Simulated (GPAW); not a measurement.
Pd:

```xyz
1
Lattice="0.0000 1.9465 1.9465 1.9465 0.0000 1.9465 1.9465 1.9465 0.0000" Properties=species:S:1:pos:R:3 pbc="T T T"
Pd    0.0000    0.0000    0.0000
```

```yaml
Program: GPAW 26.7.0
Task: relaxation of cell and atoms
Functional: BLYP
Potentials_or_basis: PAW data sets generated in the run's folder for this functional
Cutoff: 600 eV
Basis: pw
k_mesh: 12 × 12 × 12
Occupations: fermi-dirac, width 0.05 eV
Spin: no spin polarisation
```

At the start: pressure 17.9 GPa; volume 14.75 Å³/atom.

Task: Where does the relaxation end?

Result: Over 7 steps the energy falls by 77.4 meV/atom and the volume is 16.37 Å³/atom (+11.0 %); space group Fm-3m (No. 225, to 0.05 Å).

Step by step:
| step | energy change (eV) | largest force (eV/Å) | pressure (GPa) | volume (Å³) |
| --- | --- | --- | --- | --- |
| 1 | 0.0000 | 0.0000 | 17.90 | 14.75 |
| 2 | -0.0585 | 0.0000 | 7.94 | 15.50 |
| 3 | -0.0743 | 0.0000 | -2.65 | 16.66 |
| 4 | -0.0749 | 0.0000 | -2.40 | 16.63 |
| 5 | -0.0758 | 0.0000 | -1.93 | 16.56 |
| 6 | -0.0768 | 0.0000 | -1.25 | 16.47 |
| 7 | -0.0774 | 0.0000 | -0.43 | 16.37 |

Final structure:
```xyz
1
Lattice="0.0000 2.0152 2.0152 2.0152 0.0000 2.0152 2.0152 2.0152 0.0000" Properties=species:S:1:pos:R:3 pbc="T T T"
Pd    0.0000    0.0000    0.0000
```

Caveat: later steps reuse the first step's grids; the volume moved by +11 % from the deposited cell, more than functionals usually miss.
